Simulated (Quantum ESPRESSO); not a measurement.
# BAs (Pm-3m) in Quantum ESPRESSO: convergence with density cutoff

Aim: find how far density cutoff must go before the results for BAs settle, at LDA. This setting moves, with any that are tied to it; all else stays.

Program: Quantum ESPRESSO 7.5. These are calculated values, not measurements. Logs are shortened: lines on timing, memory, paths and dates and some standing lists are left out, and cuts for length are marked.

### 1 Starting point

Symmetry: Pm-3m, No. 221, cubic system. The conventional cell has a = 2.934 Å, b = 2.934 Å, c = 2.934 Å, α = 90.00°, β = 90.00°, γ = 90.00°. Around B (site symmetry m-3m) lie 8 As at 2.54 Å. As (site symmetry m-3m) is surrounded by 8 B at 2.54 Å.

The cell was built by a generator and needn't be a form met in nature.

### 2 With density cutoff 144 Ry

pw.in

```
&CONTROL
  calculation = 'scf'
  prefix = 'pwscf'
  outdir = './tmp'
  pseudo_dir = './pseudo'
  tprnfor = .true.
  tstress = .true.
  disk_io = 'nowf'
/
&SYSTEM
  ibrav = 0
  nat = 2
  ntyp = 2
  ecutwfc = 36
  ecutrho = 144
  nbnd = 15
  occupations = 'smearing'
  smearing = 'mv'
  degauss = 0.00999582
/
&ELECTRONS
  conv_thr = 4d-10
  electron_maxstep = 120
  mixing_beta = 0.5
/
ATOMIC_SPECIES
B     10.8100 B.LDA_PW-JTH.UPF
As    74.9216 As.LDA_PW-JTH.UPF
CELL_PARAMETERS angstrom
   2.9343700000    0.0000000000    0.0000000000
   0.0000000000    2.9343700000    0.0000000000
   0.0000000000    0.0000000000    2.9343700000
ATOMIC_POSITIONS crystal
B      0.5000000000    0.5000000000    0.5000000000
As     0.0000000000    0.0000000000    0.0000000000
K_POINTS automatic
9 9 9 0 0 0
```

Potentials or basis: JTH 2.0 LDA.

The run is started by

```bash
> OMP_NUM_THREADS=1 pw.x -in pw.in > pw.out
```

It took 4.4 s on 1 thread of Arm Neoverse V2, shared host; peak memory 0.05 GiB.

Results:

| Item | Value |
| --- | --- |
| Free energy | -4918.8996 eV |
| Pressure | -5.5 GPa |
| Band gap on the k mesh | none (metal or under the smearing width) |

### 3 With density cutoff 180 Ry

Edit pw.in of step 2 so:

```diff
@@ -14,3 +14,3 @@
   ecutwfc = 36
-  ecutrho = 144
+  ecutrho = 180
   nbnd = 15
```

Potentials or basis: JTH 2.0 LDA.

The run is started by

```bash
> OMP_NUM_THREADS=1 pw.x -in pw.in > pw.out
```

Wall time 4.6 s (1 thread of Arm Neoverse V2, shared host); peak memory 0.05 GiB.

Results:

```
Free energy            : -4918.8997 eV
Pressure               : -5.5 GPa
Band gap on the k mesh : none (metal or under the smearing width)
```

### 4 With density cutoff 216 Ry

Edit pw.in of step 3 so:

```diff
@@ -14,3 +14,3 @@
   ecutwfc = 36
-  ecutrho = 180
+  ecutrho = 216
   nbnd = 15
```

The run is started by

```bash
> OMP_NUM_THREADS=1 pw.x -in pw.in > pw.out
```

Run time: 4.7 s. Hardware: 1 thread of Arm Neoverse V2, shared host; peak memory 0.06 GiB.

Results:

| Item | Value |
| --- | --- |
| Free energy | -4918.8996 eV |
| Pressure | -5.5 GPa |
| Band gap on the k mesh | none (metal or under the smearing width) |

### 5 With density cutoff 252 Ry

Edit pw.in of step 4 so:

```diff
@@ -14,3 +14,3 @@
   ecutwfc = 36
-  ecutrho = 216
+  ecutrho = 252
   nbnd = 15
```

The run is started by

```bash
> OMP_NUM_THREADS=1 pw.x -in pw.in > pw.out
```

Wall time 4.9 s (1 thread of Arm Neoverse V2, shared host); peak memory 0.07 GiB.

Results:

```yaml
Free_energy: -4918.8996 eV
Pressure: -5.5 GPa
Band_gap_on_the_k_mesh: none (metal or under the smearing width)
```

### 6 With density cutoff 288 Ry

Edit pw.in of step 5 so:

```diff
@@ -14,3 +14,3 @@
   ecutwfc = 36
-  ecutrho = 252
+  ecutrho = 288
   nbnd = 15
```

Potentials or basis: JTH 2.0 LDA.

The run is started by

```bash
> OMP_NUM_THREADS=1 pw.x -in pw.in > pw.out
```

Run time: 5.3 s. Hardware: 1 thread of Arm Neoverse V2, shared host; peak memory 0.08 GiB.

It converged, with:

```yaml
Free_energy: -4918.8996 eV
Pressure: -5.5 GPa
Band_gap_on_the_k_mesh: none (metal or under the smearing width)
```

### 7 With density cutoff 360 Ry

Edit pw.in of step 6 so:

```diff
@@ -14,3 +14,3 @@
   ecutwfc = 36
-  ecutrho = 288
+  ecutrho = 360
   nbnd = 15
```

The run is started by

```bash
> OMP_NUM_THREADS=1 pw.x -in pw.in > pw.out
```

It took 5.8 s on 1 thread of Arm Neoverse V2, shared host; peak memory 0.1 GiB.

Results (log left out):

* Free energy: -4918.8996 eV
* Pressure: -5.5 GPa
* Band gap on the k mesh: none (metal or under the smearing width)

### 8 With density cutoff 432 Ry

Edit pw.in of step 7 so:

```diff
@@ -14,3 +14,3 @@
   ecutwfc = 36
-  ecutrho = 360
+  ecutrho = 432
   nbnd = 15
```

The run is started by

```bash
> OMP_NUM_THREADS=1 pw.x -in pw.in > pw.out
```

Run time: 6.3 s. Hardware: 1 thread of Arm Neoverse V2, shared host; peak memory 0.13 GiB.

The run converged. Its results:

```
Free energy            : -4918.8996 eV
Pressure               : -5.5 GPa
Band gap on the k mesh : none (metal or under the smearing width)
```

### 9 With density cutoff 576 Ry

Edit pw.in of step 8 so:

```diff
@@ -14,3 +14,3 @@
   ecutwfc = 36
-  ecutrho = 432
+  ecutrho = 576
   nbnd = 15
```

Potentials or basis: JTH 2.0 LDA.

The run is started by

```bash
> OMP_NUM_THREADS=1 pw.x -in pw.in > pw.out
```

pw.out:

```text
This program is part of the open-source Quantum ESPRESSO suite
     for quantum simulation of materials; please cite
         "P. Giannozzi et al., J. Phys.:Condens. Matter 21 395502 (2009);
         "P. Giannozzi et al., J. Phys.:Condens. Matter 29 465901 (2017);
         "P. Giannozzi et al., J. Chem. Phys. 152 154105 (2020);
     in publications or presentations arising from this work. More details at

     file B.LDA_PW-JTH.UPF: wavefunction(s)  2S 0S 2P 0P renormalized
     file As.LDA_PW-JTH.UPF: wavefunction(s)  4S 0S 0P 3D 0D renormalized
     Message from routine setup:
     using ibrav=0 with symmetry is DISCOURAGED, use correct ibrav instead

     G-vector sticks info
     --------------------
     sticks:   dense  smooth     PW     G-vecs:    dense   smooth      PW
     Sum        1405     349    113                39607     4945     925

     Using Slab Decomposition

     bravais-lattice index     =            0
     lattice parameter (alat)  =       5.5452  a.u.
     unit-cell volume          =     170.5066 (a.u.)^3
     number of atoms/cell      =            2
     number of atomic types    =            2
     number of electrons       =        18.00
     number of Kohn-Sham states=           15
     kinetic-energy cutoff     =      36.0000  Ry
     charge density cutoff     =     576.0000  Ry
     scf convergence threshold =      4.0E-10
     mixing beta               =       0.5000
     number of iterations used =            8  plain     mixing
     Exchange-correlation= SLA PW NOGX NOGC
                           (   1   4   0   0   0   0   0)

     celldm(1)=   5.545156  celldm(2)=   0.000000  celldm(3)=   0.000000
     celldm(4)=   0.000000  celldm(5)=   0.000000  celldm(6)=   0.000000

     crystal axes: (cart. coord. in units of alat)
               a(1) = (   1.000000   0.000000   0.000000 )
               a(2) = (   0.000000   1.000000   0.000000 )
               a(3) = (   0.000000   0.000000   1.000000 )

     reciprocal axes: (cart. coord. in units 2 pi/alat)
               b(1) = (  1.000000  0.000000  0.000000 )
               b(2) = (  0.000000  1.000000  0.000000 )
               b(3) = (  0.000000  0.000000  1.000000 )

     PseudoPot. # 1 for B  read from file:
     B.LDA_PW-JTH.UPF
     Pseudo is Projector augmented-wave + core cor, Zval =  3.0
     Generated using ATOMPAW code
     Shape of augmentation charge: SINC**2
     Using radial grid of  906 points,  4 beta functions with:
                l(1) =   0
                l(2) =   0
                l(3) =   1
                l(4) =   1
     Q(r) pseudized with 0 coefficients

     PseudoPot. # 2 for As read from file:
     As.LDA_PW-JTH.UPF
     Pseudo is Projector augmented-wave + core cor, Zval = 15.0
     Generated using ATOMPAW code
     Shape of augmentation charge: BESSEL
     Using radial grid of 1057 points,  6 beta functions with:
                l(1) =   0
                l(2) =   0
                l(3) =   1
                l(4) =   1
                l(5) =   2
                l(6) =   2
     Q(r) pseudized with 0 coefficients

     atomic species   valence    mass     pseudopotential
     B                 3.00    10.81000     B ( 1.00)
     As               15.00    74.92160     As( 1.00)

     48 Sym. Ops., with inversion, found

   Cartesian axes

     site n.     atom                  positions (alat units)
         1        B      tau(   1) = (   0.5000000   0.5000000   0.5000000  )
         2        As     tau(   2) = (   0.0000000   0.0000000   0.0000000  )

     number of k points=    35  Marzari-Vanderbilt smearing, width (Ry)=  0.0100
                       cart. coord. in units 2pi/alat
        k(    1) = (   0.0000000   0.0000000   0.0000000), wk =   0.0027435
        k(    2) = (   0.0000000   0.0000000   0.1111111), wk =   0.0164609
        k(    3) = (   0.0000000   0.0000000   0.2222222), wk =   0.0164609
        k(    4) = (   0.0000000   0.0000000   0.3333333), wk =   0.0164609
        k(    5) = (   0.0000000   0.0000000   0.4444444), wk =   0.0164609
        k(    6) = (   0.0000000   0.1111111   0.1111111), wk =   0.0329218
[... 27 lines left out ...]
        k(   34) = (   0.3333333   0.4444444   0.4444444), wk =   0.0658436
        k(   35) = (   0.4444444   0.4444444   0.4444444), wk =   0.0219479

     Dense  grid:    39607 G-vectors     FFT dimensions: (  45,  45,  45)

     Smooth grid:     4945 G-vectors     FFT dimensions: (  24,  24,  24)

     Initial potential from superposition of free atoms

     starting charge      17.9996, renormalised to      18.0000
     Starting wfcs are   26 randomized atomic wfcs

     Self-consistent Calculation

     iteration #  1     ecut=    36.00 Ry     beta= 0.50
     Davidson diagonalization with overlap
     ethr =  1.00E-02,  avg # of iterations =  6.4

     Threshold (ethr) on eigenvalues was too large:
     Diagonalizing with lowered threshold

     Davidson diagonalization with overlap
     ethr =  1.84E-04,  avg # of iterations =  4.8

     total energy              =    -361.52372595 Ry
     estimated scf accuracy    <       0.03129737 Ry

     iteration #  2     ecut=    36.00 Ry     beta= 0.50
     Davidson diagonalization with overlap
     ethr =  1.74E-04,  avg # of iterations =  2.0

     total energy              =    -361.53180535 Ry
     estimated scf accuracy    <       0.00337701 Ry

     iteration #  3     ecut=    36.00 Ry     beta= 0.50
     Davidson diagonalization with overlap
     ethr =  1.88E-05,  avg # of iterations =  2.9

     total energy              =    -361.53242574 Ry
     estimated scf accuracy    <       0.00016040 Ry

     iteration #  4     ecut=    36.00 Ry     beta= 0.50
     Davidson diagonalization with overlap
     ethr =  8.91E-07,  avg # of iterations =  6.3

     total energy              =    -361.53244712 Ry
     estimated scf accuracy    <       0.00000242 Ry

     iteration #  5     ecut=    36.00 Ry     beta= 0.50
     Davidson diagonalization with overlap
     ethr =  1.35E-08,  avg # of iterations =  3.6

     total energy              =    -361.53244867 Ry
     estimated scf accuracy    <       0.00000029 Ry

     iteration #  6     ecut=    36.00 Ry     beta= 0.50
     Davidson diagonalization with overlap
     ethr =  1.60E-09,  avg # of iterations =  2.0

     total energy              =    -361.53244876 Ry
     estimated scf accuracy    <       0.00000004 Ry

     iteration #  7     ecut=    36.00 Ry     beta= 0.50
     Davidson diagonalization with overlap
     ethr =  2.31E-10,  avg # of iterations =  1.2

     End of self-consistent calculation

          k = 0.0000 0.0000 0.0000 (   619 PWs)   bands (ev):

   -23.9496 -23.9496 -23.9010 -23.9010 -23.9010  -3.3933  11.4813  11.4813
    11.4813  12.1161  18.1162  18.1162  21.4942  21.4942  21.4942

          k = 0.0000 0.0000 0.1111 (   619 PWs)   bands (ev):

   -23.9493 -23.9446 -23.9025 -23.9025 -23.9009  -3.2002   9.4550  11.6811
    11.6811  13.1383  18.3168  19.4449  21.0040  21.0040  21.1970

          k = 0.0000 0.0000 0.2222 (   635 PWs)   bands (ev):

   -23.9488 -23.9322 -23.9062 -23.9062 -23.9006  -2.6295   6.8601  12.2751
    12.2751  13.8645  18.9153  19.6471  19.6914  19.6914  23.1729

          k = 0.0000 0.0000 0.3333 (   630 PWs)   bands (ev):

   -23.9482 -23.9180 -23.9105 -23.9105 -23.9002  -1.7265   4.4862  13.2458
    13.2458  14.6155  17.9589  17.9589  18.3687  19.8930  25.8114

          k = 0.0000 0.0000 0.4444 (   618 PWs)   bands (ev):

   -23.9478 -23.9132 -23.9132 -23.9087 -23.9000  -0.7283   2.7285  14.5537
    14.5537  15.4452  16.1897  16.1897  17.1789  21.1096  23.7549

          k = 0.0000 0.1111 0.1111 (   631 PWs)   bands (ev):

   -23.9468 -23.9420 -23.9040 -23.9024 -23.9023  -3.0069   9.3092  10.1348
    11.8790  14.1135  19.0530  19.9806  20.0440  20.6375  21.5693

          k = 0.0000 0.1111 0.2222 (   628 PWs)   bands (ev):

   -23.9454 -23.9304 -23.9079 -23.9061 -23.9020  -2.4358   7.0371  10.3635
    12.4667  14.9345  17.9759  19.5572  20.0306  20.5897  23.5293

          k = 0.0000 0.1111 0.3333 (   630 PWs)   bands (ev):

   -23.9447 -23.9163 -23.9122 -23.9103 -23.9017  -1.5320   4.6763  11.2681
    13.4245  15.5152  16.3620  17.9903  19.3684  21.1766  26.3485

          k = 0.0000 0.1111 0.4444 (   618 PWs)   bands (ev):

   -23.9442 -23.9150 -23.9130 -23.9071 -23.9014  -0.5324   2.9195  12.4837
    14.2124  14.7067  16.3099  16.8985  18.1688  22.3632  24.5679
[... 101 lines left out ...]
          k = 0.2222 0.3333 0.4444 (   627 PWs)   bands (ev):

   -23.9241 -23.9184 -23.9151 -23.9127 -23.8921   1.7184   5.1685   8.1192
    10.3227  11.7117  13.5086  16.7515  17.8756  27.4302  28.2607

          k = 0.2222 0.4444 0.4444 (   625 PWs)   bands (ev):

   -23.9275 -23.9180 -23.9180 -23.9095 -23.8856   2.6970   6.2060   6.5228
     8.5513  12.8119  14.0745  15.5938  16.4301  28.1083  29.0301

          k = 0.3333 0.3333 0.3333 (   627 PWs)   bands (ev):

   -23.9205 -23.9202 -23.9202 -23.8998 -23.8998   1.6194   7.1250   8.3628
     8.3628  11.9907  13.8739  13.8739  17.5951  28.2737  29.7871

          k = 0.3333 0.3333 0.4444 (   624 PWs)   bands (ev):

   -23.9236 -23.9234 -23.9199 -23.8996 -23.8903   2.6028   6.0913   8.6603
     9.7216  10.7690  11.8077  14.6503  16.0337  29.0903  29.9708

          k = 0.3333 0.4444 0.4444 (   623 PWs)   bands (ev):

   -23.9268 -23.9231 -23.9231 -23.8948 -23.8853   3.5397   7.1142   7.5555
     9.3663  10.4872  12.2071  13.1620  14.2762  30.1452  30.7949

          k = 0.4444 0.4444 0.4444 (   630 PWs)   bands (ev):

   -23.9264 -23.9264 -23.9264 -23.8851 -23.8851   4.3917   8.1697   8.9071
     8.9071  10.0321  11.0828  11.0828  12.3960  31.3943  31.7005

     the Fermi energy is    12.2163 ev

!    total energy              =    -361.53244877 Ry
     total all-electron energy =      -361.532449 Ry
     estimated scf accuracy    <          2.1E-10 Ry
     smearing contrib. (-TS)   =       0.00010646 Ry
     internal energy E=F+TS    =    -361.53255523 Ry

     The total energy is F=E-TS. E is the sum of the following terms:
     one-electron contribution =    -151.85253209 Ry
     hartree contribution      =      62.51261958 Ry
     xc contribution           =     -23.72780548 Ry
     ewald contribution        =    -132.74683240 Ry
     one-center paw contrib.   =    -115.71800483 Ry

     convergence has been achieved in   7 iterations

     Forces acting on atoms (cartesian axes, Ry/au):

     atom    1 type  1   force =     0.00000000    0.00000000    0.00000000
     atom    2 type  2   force =     0.00000000    0.00000000    0.00000000

     Total force =     0.000000     Total SCF correction =     0.000000

     Computing stress (Cartesian axis) and pressure

          total   stress  (Ry/bohr**3)                   (kbar)     P=      -54.88
  -0.00037307   0.00000000   0.00000000          -54.88        0.00        0.00
   0.00000000  -0.00037307   0.00000000            0.00      -54.88        0.00
   0.00000000   0.00000000  -0.00037307            0.00        0.00      -54.88

=------------------------------------------------------------------------------=
   JOB DONE.
=------------------------------------------------------------------------------=
```

Run time: 7.4 s. Hardware: 1 thread of Arm Neoverse V2, shared host; peak memory 0.18 GiB.

Results:

- Free energy: -4918.8996 eV
- Pressure: -5.5 GPa
- Band gap on the k mesh: none (metal or under the smearing width)

### 10 Result

```tsv
density cutoff	energy less the tightest run, at zero smearing (meV/atom)	SCF cycles	CPU time (s)	peak memory (GiB)
144 Ry	-0.04	7	4.4	0.05
180 Ry	-0.06	7	4.6	0.05
216 Ry	-0.03	7	4.7	0.06
252 Ry	-0.04	7	4.9	0.07
288 Ry	-0.03	7	5.3	0.08
360 Ry	-0.01	7	5.8	0.1
432 Ry	0.00	7	6.3	0.13
576 Ry	0.00	7	7.4	0.18
```

Against the tightest run, the energy stays within 1 meV/atom from 144 Ry on. The tightest run that finished is the yardstick and may itself not be fully converged.

Caveats: the cutoff is low for these files, which shifts pressure and relaxed volume.
